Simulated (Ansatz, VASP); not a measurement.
**BAs: VASP beside Ansatz**

Contents of INCAR:

```
SYSTEM = BAs
PREC     = Accurate       ! precision mode
ENCUT    = 600            ! plane-wave cutoff, eV
EDIFF    = 1E-6           ! SCF threshold, eV
ISMEAR   = 0              ! smearing method
SIGMA    = 0.01           ! smearing width, eV
LREAL    = .FALSE.        ! projectors in reciprocal space
LASPH    = .TRUE.         ! aspherical terms in the spheres
NELM     = 80             ! most SCF steps
ALGO     = Normal         ! electronic algorithm
ISIF     = 3              ! what is computed and relaxed
LWAVE    = .FALSE.        ! write WAVECAR
LCHARG   = .FALSE.        ! write CHGCAR
GGA      = PE             ! functional
IBRION   = 2              ! ionic algorithm
NSW      = 80             ! ionic steps
EDIFFG   = -0.002         ! ionic threshold
```

KPOINTS

```
Automatic mesh
0
G
  12 12 12
  0 0 0
```

Contents of POSCAR:

```
BAs
1.0
    0.0000000000      2.3885000000      2.3885000000
    2.3885000000      0.0000000000      2.3885000000
    2.3885000000      2.3885000000      0.0000000000
B As
1 1
Direct
    0.0000000000      0.0000000000      0.0000000000
    0.2500000000      0.2500000000      0.2500000000
```

Input for Ansatz:

```yaml
crystal:
  lattice:
    - [0.0, 2.3885, 2.3885]
    - [2.3885, 0.0, 2.3885]
    - [2.3885, 2.3885, 0.0]
  atoms:
    - { symbol: B, position: [0.0, 0.0, 0.0] }
    - { symbol: As, position: [0.25, 0.25, 0.25] }
scf:
  occupations: { method: fixed }
output:
  forces: true
  stress: true
  eigenvalues: true
  write_density: true
  write_potential: true
  elf: true
  volumetric_format: npy
hamiltonian:
  xc: pbe
kpoints:
  mp_grid: { grid: [12, 12, 12] }
basis:
  ecutwfc: 600
relax:
  f_tol: 0.002
  max_steps: 60
  cell: { stress_tol: 0.01 }
```

Alike in both runs: task relaxation of cell and atoms; functional PBE; k mesh 12 × 12 × 12; no spin polarisation.

|  | VASP | Ansatz |
| --- | --- | --- |
| version | VASP 6.6.1 | Ansatz 0.2.0 |
| potentials or method | VASP PAW PBE potentials, release 64 (B, As) | scalar-relativistic, plane waves, PAW |
| plane-wave cutoff (eV) | 600 | 600 |
| occupations | gaussian, width 0.01 eV | fixed |
| valence electrons in the cell | 8 | 18 |

```tsv
	VASP	Ansatz	Ansatz less VASP
gap on the k mesh at the Fermi level, each at its own relaxed structure (eV)	1.21	1.21	+0.003
relaxed volume (Å³/atom)	13.97	13.90	-0.062
relaxed cell length with the largest relative difference (Å)	3.406	3.401	-0.0050
energy change over the relaxation (meV/atom)	-4	-2	+1.2
```

The two sets of potentials don't hold the same shells in valence.

A k mesh can miss the band edges. PBE gaps usually lie below the measured ones, often by a third to a half.
